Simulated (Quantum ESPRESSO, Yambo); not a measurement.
An input for Yambo 5.3.0 (InP (F-43m)):

```
optics
bss
bse
em1s
dipoles
rim_cut
RandQpts= 1000000
RandGvec= 1 RL
Chimod= "HARTREE"
BSKmod= "SEX"
BSEmod= "resonant"
BSSmod= "d"
BSENGexx= 30 Ry
BSENGBlk= 4 Ry
% BSEQptR
 1 | 1 |
%
% BSEBands
 11 | 18 |
%
% BEnRange
 0 | 4 | eV
%
% BDmRange
 0.1 | 0.1 | eV
%
BEnSteps= 81
% BLongDir
 1 | 0 | 0 |
%
% BndsRnXs
 1 | 66 |
%
NGsBlkXs= 4 Ry
% LongDrXs
 1 | 1 | 1 |
%
% KfnQP_E
 0.696 | 1.0 | 1.0 |
%
WRbsWF
```

```sh
OMP_NUM_THREADS=1 mpirun -n 8 yambo -F bse11.in -J bse11 -C bse11 > bse11.log
```

The stored states that it reads are on a 6×6×6 mesh. It takes space group F-43m (No. 216, cubic). The conventional cell has a = 5.869 Å, b = 5.869 Å, c = 5.869 Å, α = 90.00°, β = 90.00°, γ = 90.00°. Nearest to In lie 4 P at 2.54 Å. Nearest to P lie 4 In at 2.54 Å. Farther neighbours are not listed.

How long will it take on 8 MPI ranks of Intel Xeon 6975P-C (Granite Rapids), shared host, and how much memory?

It took 5.8 min; on shared hardware allow 2.9 min to 12 min. Peak host memory was 5.4 GiB.

The kernel grows as the square of the matrix size, and full diagonalisation as its cube.

[Paths, hosts, dates, memory and timing lines, banners, echoed tables and standing remarks are left out of the program output.]

[Logs are printed without paths, hosts, clocks, repeated set-up lines and the standing remarks that a program may print on its own settings, such as how far it seeks lower states.]

[Runs of the session that timed out or met a known fault of the program may be left out.]

[Hosts, paths, dates, database ids (printed as entryN), source tags and the programs' standing remarks are cut or masked in the printed files.]
